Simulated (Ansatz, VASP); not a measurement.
Two plane-wave programs on CdTe

```
CELL_PARAMETERS angstrom
0.00000 3.20981 3.20981
3.20981 0.00000 3.20981
3.20981 3.20981 0.00000
ATOMIC_POSITIONS crystal
Cd 0.00000 0.00000 0.00000
Te 0.75000 0.75000 0.75000
```

Alike in both runs: functional PBE; k mesh 10 × 10 × 10; no spin polarisation.

Ansatz relaxed the structure, and its values are those at the end. VASP's run is a single point on that final structure, the one shown.

```csv
,VASP,Ansatz
version,VASP 6.6.1,Ansatz 0.2.0
potentials or method,"VASP PAW PBE potentials, release 64 (Cd, Te)","scalar-relativistic, plane waves, PAW"
plane-wave cutoff (eV),520,420
occupations,"gaussian, width 0.01 eV",fixed
valence electrons in the cell,18,36
```

Ansatz gave:

* gap on the k mesh at the Fermi level (eV): 0.86
* least direct gap on the mesh (eV): 0.86
* pressure (GPa): 4.0

Problem. Which values does VASP return?

Solution. gap on the k mesh at the Fermi level (eV): 0.86; least direct gap on the mesh (eV): 0.86; pressure (GPa): 4.1.

The two sets of potentials don't hold the same shells in valence.

Caveats: spin-orbit coupling is left out, which moves the levels of the heavy elements. A hybrid or GW would open this gap; PBE tends to underestimate it.
